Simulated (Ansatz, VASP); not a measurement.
**BP in two plane-wave programs**

One calculation is typed for both programs; each brings its own data sets. How far apart do they land? The cell is taken from a series of runs on this material, whose earlier steps may have relaxed, scaled, displaced or heated it; both programs get it as it stands.

Program: Ansatz 0.2.0. Level of theory: plane waves, with VASP 6.6.1 beside it; zone-centre phonons at LDA. Results are calculated unless marked as measured.

### 1. Starting point

The structure is tetragonal, space group I-4m2 (No. 119). The conventional cell has a = 3.159 Å, b = 3.159 Å, c = 4.625 Å, α = 90.00°, β = 90.00°, γ = 90.00°. Nearest to B lie 4 P at 1.96 Å. Nearest to P lie 4 B at 1.96 Å. Farther neighbours are not listed.

Coordinates:

```xyz
2
Lattice="0.0000 2.2337 2.3126 2.2337 0.0000 2.3126 2.2337 2.2337 0.0000" Properties=species:S:1:pos:R:3 pbc="T T T"
B     0.0000    0.0000    0.0000
P     3.3506    3.3506    3.4690
```

### 2. VASP: zone-centre phonons, LDA, pair 1

Second derivatives magnify differences that forces hide, and they need a tight electronic threshold.

Lines of VASP's logs that name or quote its potential files are left out, and so is its time.

Input file INCAR:

```
SYSTEM = BP
PREC = Accurate
ENCUT = 500
EDIFF = 1E-08
NELM = 120
ISMEAR = 0
SIGMA = 0.01
LREAL = .FALSE.
ALGO = Normal
GGA = CA
NBANDS = 10
LORBIT = 11
LWAVE = .FALSE.
LCHARG = .FALSE.
ISIF = 2
IBRION = 8
LEPSILON = .TRUE.
LASPH = .TRUE.
GGA_COMPAT = .FALSE.
EFERMI = MIDGAP
KPAR = 2
```

Input file POSCAR:

```
BP
1.0
    0.0000000000      2.2337086882      2.3126499410
    2.2337086882      0.0000000000      2.3126499410
    2.2337086882      2.2337086882      0.0000000000
B P
1 1
Direct
    0.0000000000      0.0000000000      0.0000000000
    0.7500000000      0.7500000000      0.7500000000
```

Input file KPOINTS:

```
Automatic mesh
0
Gamma
12 12 12
0 0 0
```

The projector-augmented-wave data sets are B and P (LDA family, release 64).

Launch:

```console
mpirun -np 2 vasp_std
```

Numbers of over 12 decimals in the logs are rounded to 6 here.

The log of the run:

```text
[banner, memory and clock lines left out]
running    2 mpi-ranks, on    1 nodes
 distrk:  each k-point on    1 cores,    2 groups
 distr:  one band on    1 cores,    1 groups

 POSCAR found type information on POSCAR B P
 POSCAR found :  2 types and       2 ions
 LDA part: xc-table for (Slater(with rela. corr.)+CA(PZ))
 , standard interpolation
 POSCAR, INCAR and KPOINTS ok, starting setup
 FFT: planning ... GRIDC
 FFT: planning ... GRID_SOFT
 FFT: planning ... GRID
 WAVECAR not read
 entering main loop
       N       E                     dE             d eps       ncg     rms          rms(c)
DAV:   1     0.809607303629E+01    0.80961E+01   -0.40011E+03  3260   0.703E+02
DAV:   2    -0.146242414481E+02   -0.22720E+02   -0.21655E+02  4572   0.111E+02
DAV:   3    -0.152274108181E+02   -0.60317E+00   -0.60150E+00  4068   0.168E+01
DAV:   4    -0.152298722088E+02   -0.24614E-02   -0.24610E-02  4126   0.121E+00
DAV:   5    -0.152298824523E+02   -0.10244E-04   -0.10243E-04  3868   0.745E-02    0.747E+00
DAV:   6    -0.145069979573E+02    0.72288E+00   -0.17147E+00  3606   0.606E+00    0.395E+00
DAV:   7    -0.143914471558E+02    0.11555E+00   -0.26996E-01  4212   0.278E+00    0.128E+00
DAV:   8    -0.143785558620E+02    0.12891E-01   -0.34400E-02  3878   0.103E+00    0.237E-01
DAV:   9    -0.143785817811E+02   -0.25919E-04   -0.74265E-04  3696   0.203E-01    0.154E-01
DAV:  10    -0.143785782994E+02    0.34817E-05   -0.14381E-04  3626   0.720E-02    0.343E-02
DAV:  11    -0.143785801985E+02   -0.18991E-05   -0.54531E-06  4134   0.131E-02    0.360E-02
DAV:  12    -0.143785798611E+02    0.33738E-06   -0.19506E-06  3720   0.624E-03    0.772E-03
DAV:  13    -0.143785798688E+02   -0.76772E-08   -0.73684E-08  4028   0.175E-03
   1 F= -.14378580E+02 E0= -.14378580E+02  d E =0.000000E+00
 Linear response reoptimize wavefunctions to high precision
DAV:   1    -0.143785798657E+02    0.30964E-08   -0.11587E-08  3654   0.505E-04
DAV:   2    -0.143785798657E+02   -0.21373E-10   -0.24160E-10  1900   0.126E-04
 Linear response G [H, r] |phi>, progress :
  Direction:   1
       N       E                     dE             d eps       ncg     rms
RMM:   1    -0.411514548267E+02   -0.41151E+02   -0.63986E+01  8291   0.440E+01
RMM:   2    -0.313713019041E+02    0.97802E+01   -0.25849E+00  5328   0.110E+01
RMM:   3    -0.313589364530E+02    0.12365E-01   -0.30452E-02  5635   0.117E+00
RMM:   4    -0.313593555048E+02   -0.41905E-03   -0.15077E-03  5827   0.146E-01
RMM:   5    -0.313592613623E+02    0.94143E-04   -0.16847E-04  5817   0.193E-02
RMM:   6    -0.313592485187E+02    0.12844E-04   -0.29567E-05  5981   0.296E-03
RMM:   7    -0.313592463238E+02    0.21949E-05   -0.76969E-06  5783   0.561E-04
RMM:   8    -0.313592464757E+02   -0.15192E-06   -0.93995E-06  5061   0.200E-04
RMM:   9    -0.313592468614E+02   -0.38572E-06   -0.17282E-05  4217   0.157E-04
RMM:  10    -0.313592473942E+02   -0.53275E-06   -0.67699E-05  3795   0.156E-04
RMM:  11    -0.313592468530E+02    0.54115E-06    0.11498E-04  3350   0.156E-04
RMM:  12    -0.313592465482E+02    0.30479E-06    0.25454E-05  2889   0.156E-04
 Linear response G [H, r] |phi>, progress :
  Direction:   2
       N       E                     dE             d eps       ncg     rms
RMM:   1    -0.320787830710E+02   -0.32079E+02   -0.85852E+00  8187   0.415E+01
RMM:   2    -0.266924525110E+02    0.53863E+01   -0.19532E+00  5280   0.963E+00
RMM:   3    -0.266860590215E+02    0.63935E-02   -0.25354E-02  5638   0.104E+00
RMM:   4    -0.266864535083E+02   -0.39449E-03   -0.17738E-03  5845   0.131E-01
RMM:   5    -0.266863307788E+02    0.12273E-03   -0.20883E-04  5839   0.175E-02
RMM:   6    -0.266863139295E+02    0.16849E-04   -0.30815E-05  5996   0.268E-03
RMM:   7    -0.266863112487E+02    0.26808E-05   -0.20628E-06  5759   0.480E-04
RMM:   8    -0.266863110331E+02    0.21564E-06   -0.93079E-07  5058   0.151E-04
RMM:   9    -0.266863110452E+02   -0.12124E-07   -0.10728E-07  4406   0.110E-04
RMM:  10    -0.266863110457E+02   -0.53628E-09   -0.24158E-06  3966   0.110E-04
RMM:  11    -0.266863110573E+02   -0.11557E-07   -0.11847E-06  3432   0.109E-04
RMM:  12    -0.266863110265E+02    0.30826E-07   -0.53415E-06  2838   0.109E-04
 Linear response G [H, r] |phi>, progress :
  Direction:   3
       N       E                     dE             d eps       ncg     rms
RMM:   1    -0.357998702627E+02   -0.35800E+02   -0.35773E+01  8148   0.421E+01
RMM:   2    -0.290207660726E+02    0.67791E+01   -0.21826E+00  5272   0.995E+00
RMM:   3    -0.290082701601E+02    0.12496E-01   -0.33220E-02  5544   0.107E+00
RMM:   4    -0.290078672503E+02    0.40291E-03   -0.34984E-04  5732   0.134E-01
RMM:   5    -0.290078676001E+02   -0.34975E-06   -0.79295E-06  5730   0.178E-02
RMM:   6    -0.290078676541E+02   -0.54042E-07    0.46211E-07  5826   0.273E-03
RMM:   7    -0.290078676377E+02    0.16431E-07    0.62486E-07  5619   0.504E-04
RMM:   8    -0.290078675944E+02    0.43312E-07    0.26899E-07  4915   0.169E-04
[...]
Direction:   3
       N       E                     dE             d eps       ncg     rms          rms(c)
RMM:   1    -0.557683450861E+00   -0.55768E+00   -0.25628E+00  7354   0.301E+00
RMM:   2    -0.578981855769E+00   -0.21298E-01   -0.55743E-03  5316   0.457E-01
RMM:   3    -0.579024569205E+00   -0.42713E-04   -0.42047E-05  5448   0.382E-02
[...]
RMM:   2    -0.578982060981E+00   -0.21296E-01   -0.55762E-03  9148   0.457E-01    0.126E+00
RMM:   3    -0.562615372788E+00    0.16367E-01   -0.66990E-03  9287   0.471E-01    0.704E-01
RMM:   4    -0.576293269686E+00   -0.13678E-01   -0.66387E-03  9218   0.480E-01    0.108E-01
RMM:   5    -0.580396399508E+00   -0.41031E-02   -0.16363E-04  9382   0.837E-02    0.176E-02
RMM:   6    -0.580470465858E+00   -0.74066E-04   -0.17523E-06  9655   0.106E-02    0.882E-03
RMM:   7    -0.580539806709E+00   -0.69341E-04   -0.17262E-07  9654   0.293E-03    0.402E-04
RMM:   8    -0.580549469433E+00   -0.96627E-05   -0.51249E-09 10071   0.432E-04    0.201E-04
RMM:   9    -0.580548632848E+00    0.83659E-06   -0.17599E-09  9916   0.191E-04    0.443E-05
RMM:  10    -0.580548315294E+00    0.31755E-06   -0.15462E-10  6043   0.372E-05    0.644E-06
 change of polarisation eV/A/(eV/A) component  3 :     0.379     0.089     1.099
 dielectric tensor                  component  3 :     2.971     0.700     9.613
 Linear response DOF=           4
 Linear response progress:
  Degree of freedom:   1/  4
       N       E                     dE             d eps       ncg     rms          rms(c)
RMM:   1    -0.461846166575E-01   -0.46185E-01   -0.10144E-02 23839   0.115E+00
RMM:   2    -0.422220745668E-01    0.39625E-02   -0.11928E-03 15006   0.241E-01    0.147E-01
RMM:   3    -0.421901607421E-01    0.31914E-04   -0.22427E-04 15671   0.887E-02    0.774E-02
RMM:   4    -0.425778908473E-01   -0.38773E-03   -0.21157E-04 15241   0.835E-02    0.957E-03
RMM:   5    -0.425532602731E-01    0.24631E-04   -0.16453E-06 16312   0.107E-02    0.126E-03
RMM:   6    -0.425541727713E-01   -0.91250E-06   -0.42677E-08 16268   0.131E-03    0.413E-04
RMM:   7    -0.425525112888E-01    0.16615E-05   -0.12197E-09 16579   0.398E-04    0.108E-04
RMM:   8    -0.425527001523E-01   -0.18886E-06    0.25103E-10 17003   0.674E-05    0.387E-05
RMM:   9    -0.425526466329E-01    0.53519E-07    0.21813E-09 17169   0.244E-05    0.321E-06
RMM:  10    -0.425526684795E-01   -0.21847E-07    0.42436E-09 16830   0.773E-06    0.141E-06
RMM:  11    -0.425526601975E-01    0.82820E-08   -0.10976E-09 15097   0.514E-06    0.161E-07
 first order change of Fermi-energy   0.19920E-04
 force on displaced ion       1 direction 1 : -18.994   0.000   0.000
 Born effective charge ion    1 direction 1 :  -0.574   0.000   0.000
 Linear response progress:
  Degree of freedom:   2/  4
       N       E                     dE             d eps       ncg     rms          rms(c)
RMM:   1    -0.459799421468E-01   -0.45980E-01   -0.45146E-03 13690   0.116E+00
RMM:   2    -0.423615462940E-01    0.36184E-02   -0.11956E-03  8849   0.244E-01    0.152E-01
RMM:   3    -0.423135785070E-01    0.47968E-04   -0.25102E-04  9061   0.933E-02    0.801E-02
RMM:   4    -0.427112122743E-01   -0.39763E-03   -0.23921E-04  8870   0.877E-02    0.984E-03
RMM:   5    -0.426820926434E-01    0.29120E-04   -0.17909E-06  9457   0.113E-02    0.110E-03
RMM:   6    -0.426845404758E-01   -0.24478E-05   -0.60358E-08  9428   0.139E-03    0.487E-04
RMM:   7    -0.426832877766E-01    0.12527E-05   -0.39526E-09  9655   0.314E-04    0.795E-05
RMM:   8    -0.426836612182E-01   -0.37344E-06   -0.50973E-09  9678   0.687E-05    0.130E-05
RMM:   9    -0.426836470784E-01    0.14140E-07    0.38383E-09 10239   0.146E-05    0.250E-06
RMM:  10    -0.426836665254E-01   -0.19447E-07   -0.26798E-09  9822   0.693E-06    0.481E-07
RMM:  11    -0.426836641585E-01    0.23669E-08    0.21054E-10  7192   0.424E-06    0.148E-07
 first order change of Fermi-energy   0.39146E+01
 force on displaced ion       1 direction 3 :   0.000   0.000 -18.853
 Born effective charge ion    1 direction 3 :   0.000   0.000  -0.532
 Linear response progress:
  Degree of freedom:   3/  4
       N       E                     dE             d eps       ncg     rms          rms(c)
RMM:   1    -0.438063290079E-01   -0.43806E-01   -0.32162E-04 22382   0.143E+00
RMM:   2    -0.408267001633E-01    0.29796E-02   -0.89232E-04 14752   0.223E-01    0.147E-01
RMM:   3    -0.408284257187E-01   -0.17256E-05   -0.24249E-05 15763   0.359E-02    0.834E-02
RMM:   4    -0.410793589214E-01   -0.25093E-03   -0.22809E-05 15705   0.342E-02    0.750E-03
RMM:   5    -0.410525997610E-01    0.26759E-04   -0.84598E-07 16554   0.539E-03    0.373E-03
RMM:   6    -0.410466233707E-01    0.59764E-05   -0.58533E-09 16365   0.788E-04    0.216E-03
RMM:   7    -0.410463487411E-01    0.27463E-06   -0.62959E-09 16597   0.387E-04    0.970E-05
RMM:   8    -0.410459990561E-01    0.34969E-06   -0.53148E-09 16892   0.610E-05    0.323E-05
RMM:   9    -0.410459405369E-01    0.58519E-07   -0.85808E-09 17212   0.220E-05    0.360E-06
RMM:  10    -0.410459539887E-01   -0.13452E-07   -0.23445E-09 17367   0.868E-06    0.463E-06
RMM:  11    -0.410459442162E-01    0.97725E-08    0.45620E-09 14933   0.654E-06    0.299E-07
 first order change of Fermi-energy  -0.58017E-05
 force on displaced ion       2 direction 1 : -18.994   0.000   0.000
 Born effective charge ion    2 direction 1 :   0.570   0.000   0.000
 Linear response progress:
  Degree of freedom:   4/  4
       N       E                     dE             d eps       ncg     rms          rms(c)
RMM:   1    -0.441216305737E-01   -0.44122E-01    0.40127E-03 12834   0.144E+00
RMM:   2    -0.413724169087E-01    0.27492E-02   -0.87560E-04  8692   0.223E-01    0.154E-01
RMM:   3    -0.414021809169E-01   -0.29764E-04   -0.26311E-05  9237   0.390E-02    0.867E-02
RMM:   4    -0.416944426922E-01   -0.29226E-03   -0.28651E-05  9137   0.371E-02    0.816E-03
RMM:   5    -0.416632947332E-01    0.31148E-04   -0.11250E-06  9549   0.658E-03    0.390E-03
RMM:   6    -0.416585163439E-01    0.47784E-05    0.43994E-09  9548   0.877E-04    0.251E-03
RMM:   7    -0.416584759886E-01    0.40355E-07   -0.14695E-08  9617   0.458E-04    0.102E-04
RMM:   8    -0.416579552125E-01    0.52078E-06   -0.65041E-09  9776   0.813E-05    0.538E-05
RMM:   9    -0.416578371425E-01    0.11807E-06   -0.22142E-08  9983   0.263E-05    0.581E-06
RMM:  10    -0.416578497990E-01   -0.12657E-07   -0.52215E-09 10132   0.789E-06    0.534E-06
RMM:  11    -0.416578391605E-01    0.10639E-07    0.14575E-08  8861   0.560E-06    0.394E-07
RMM:  12    -0.416578392987E-01   -0.13819E-09    0.70043E-09  5323   0.435E-06    0.170E-07
 first order change of Fermi-energy  -0.39140E+01
 force on displaced ion       2 direction 3 :   0.000   0.000 -18.857
 Born effective charge ion    2 direction 3 :   0.000   0.000   0.529
 Born effective charges drift removed
 Linear response finished
```

Parts of OUTCAR (step 2):

```text
ion  position               nearest neighbor table
   1  0.000  0.000  0.000-   2 1.96   2 1.96   2 1.96   2 1.96
   2  0.750  0.750  0.750-   1 1.96   1 1.96   1 1.96   1 1.96

  LATTYP: Found a body centered tetragonal cell.
 ALAT       =     3.1589411212
 C/A-ratio  =     1.4641931282

 Subroutine GETGRP returns: Found  8 space group operations
 (whereof  8 operations were pure point group operations)

The static configuration has the point symmetry D_2d.

 Found    163 irreducible k-points:

   k-points           NKPTS =    163   k-points in BZ     NKDIM =    163   number of bands    NBANDS=     10

   dimension x,y,z NGX =    24 NGY =   24 NGZ =   24
   dimension x,y,z NGXF=    48 NGYF=   48 NGZF=   48

   ENCUT  =  500.0 eV  36.75 Ry    6.06 a.u.   5.86  5.86  5.76*2*pi/ulx,y,z

   NELECT =       8.0000    total number of electrons

 k-points in reciprocal lattice and weights: Automatic mesh
   0.00000000  0.00000000  0.00000000       0.001
   0.08333333  0.00000000  0.00000000       0.005
   0.16666667  0.00000000  0.00000000       0.005
   0.25000000  0.00000000  0.00000000       0.005
   0.33333333  0.00000000  0.00000000       0.005
   0.41666667  0.00000000  0.00000000       0.005
   0.50000000  0.00000000  0.00000000       0.002
   0.08333333  0.08333333  0.00000000       0.001
   0.16666667  0.08333333  0.00000000       0.005
[...]
-0.33333333  0.16666667  0.50000000       0.002
  -0.25000000  0.25000000  0.50000000       0.001

 average (electrostatic) potential at core
       1 -29.8307       2 -82.1258

  Total       -0.0153365     -0.0153365     -1.4304965      0.0000000     -0.0000000      0.0000000
  in kB       -1.0647430     -1.0647430    -99.3126132      0.0000000     -0.0000000      0.0000000
  external PRESSURE =     -33.8140330 kB  Pullay stress =       0.0000000 kB

  energy-cutoff  :      500.00
  volume of cell :       23.08
      direct lattice vectors                 reciprocal lattice vectors
     0.000000000  2.233708688  2.312649941    -0.223842976  0.223842976  0.216202198
     2.233708688  0.000000000  2.312649941     0.223842976 -0.223842976  0.216202198
     2.233708688  2.233708688  0.000000000     0.223842976  0.223842976 -0.216202198

 POSITION                                       TOTAL-FORCE (eV/Angst)
 -----------------------------------------------------------------------------------
      0.00000      0.00000      0.00000        -0.000000     -0.000000     -0.000000
      3.35056      3.35056      3.46897         0.000000      0.000000      0.000000
 -----------------------------------------------------------------------------------
    total drift:                                0.000000      0.000000     -0.000000

 MACROSCOPIC STATIC DIELECTRIC TENSOR (including local field effects in DFT)
 ------------------------------------------------------
           9.069549    -0.000000     0.000000
           0.000000     9.069549    -0.000000
           0.000000     0.000000     9.613473
 ------------------------------------------------------

 PIEZOELECTRIC TENSOR (including local field effects)  for field in x, y, z        (C/m^2)
          XX          YY          ZZ          XY          YZ          ZX
  --------------------------------------------------------------------------------
  x     0.00000     0.00000    -0.00000     0.00000    -0.14938     0.00000
  y    -0.00000     0.00000    -0.00000     0.00000     0.00000    -0.14938
  z     0.00000     0.00000     0.00000    -0.11078     0.00000     0.00000

 BORN EFFECTIVE CHARGES (including local field effects) (in |e|, cummulative output)
 ---------------------------------------------------------------------------------
 ion    1
    1    -0.57078     0.00000    -0.00000
    2     0.00000    -0.57078    -0.00000
    3     0.00000     0.00000    -0.53062
 ion    2
    1     0.57078     0.00000     0.00000
    2     0.00000     0.57078     0.00000
    3     0.00000     0.00000     0.53062

 Eigenvectors and eigenvalues of the dynamical matrix
 ----------------------------------------------------

   1 f  =   24.068068 THz   151.224130 2PiTHz  802.824325 cm-1    99.537486 meV
             X         Y         Z           dx          dy          dz
      0.000000  0.000000  0.000000    -0.000000   -0.860970    0.000000
      3.350563  3.350563  3.468975     0.000000    0.508655    0.000000

   2 f  =   24.068068 THz   151.224130 2PiTHz  802.824325 cm-1    99.537486 meV
             X         Y         Z           dx          dy          dz
      0.000000  0.000000  0.000000     0.860970   -0.000000    0.000000
      3.350563  3.350563  3.468975    -0.508655    0.000000    0.000000

   3 f  =   23.978943 THz   150.664144 2PiTHz  799.851450 cm-1    99.168896 meV
             X         Y         Z           dx          dy          dz
      0.000000  0.000000  0.000000     0.000000    0.000000    0.860949
      3.350563  3.350563  3.468975     0.000000    0.000000   -0.508690

   4 f/i=    0.000029 THz     0.000184 2PiTHz    0.000978 cm-1     0.000121 meV
             X         Y         Z           dx          dy          dz
      0.000000  0.000000  0.000000    -0.019323    0.508288    0.000000
      3.350563  3.350563  3.468975    -0.032708    0.860349    0.000000

   5 f/i=    0.000029 THz     0.000184 2PiTHz    0.000978 cm-1     0.000121 meV
             X         Y         Z           dx          dy          dz
      0.000000  0.000000  0.000000     0.508288    0.019323    0.000000
      3.350563  3.350563  3.468975     0.860349    0.032708    0.000000

   6 f/i=    0.001008 THz     0.006332 2PiTHz    0.033613 cm-1     0.004168 meV
             X         Y         Z           dx          dy          dz
      0.000000  0.000000  0.000000     0.000000    0.000000   -0.508690
      3.350563  3.350563  3.468975     0.000000    0.000000   -0.860949

 MACROSCOPIC STATIC DIELECTRIC TENSOR IONIC CONTRIBUTION
 ------------------------------------------------------
           0.134490    -0.000000     0.000000
          -0.000000     0.134490     0.000000
           0.000000     0.000000     0.117091
 ------------------------------------------------------

 ELASTIC MODULI CONTR FROM IONIC RELAXATION (kBar)
 Direction    XX          YY          ZZ          XY          YZ          ZX
 --------------------------------------------------------------------------------
 XX           0.0000      0.0000      0.0000      0.0000      0.0000      0.0000
 YY           0.0000      0.0000      0.0000      0.0000      0.0000      0.0000
 ZZ           0.0000      0.0000      0.0000      0.0000      0.0000      0.0000
 XY           0.0000      0.0000      0.0000   -165.7012      0.0000      0.0000
 YZ           0.0000      0.0000      0.0000      0.0000   -178.9908      0.0000
 ZX           0.0000      0.0000      0.0000      0.0000      0.0000   -174.2051
 --------------------------------------------------------------------------------

 PIEZOELECTRIC TENSOR IONIC CONTR  for field in x, y, z        (C/m^2)
          XX          YY          ZZ          XY          YZ          ZX
  --------------------------------------------------------------------------------
  x     0.00000     0.00000     0.00000     0.00000     0.14599    -0.00000
  y     0.00000     0.00000     0.00000     0.00000    -0.00000     0.14403
  z     0.00000     0.00000     0.00000     0.13107     0.00000     0.00000
```

(Continued in part 2 of 2.)

[Lines on the potential files, build, host, timing and source positions are cut from VASP's logs without a mark.]

[Logs are printed without paths, hosts, clocks, repeated set-up lines and the standing remarks that a program may print on its own settings, such as how far it seeks lower states.]

[Hosts, paths, dates, database ids (printed as entryN), source tags and the programs' standing remarks are cut or masked in the printed files.]
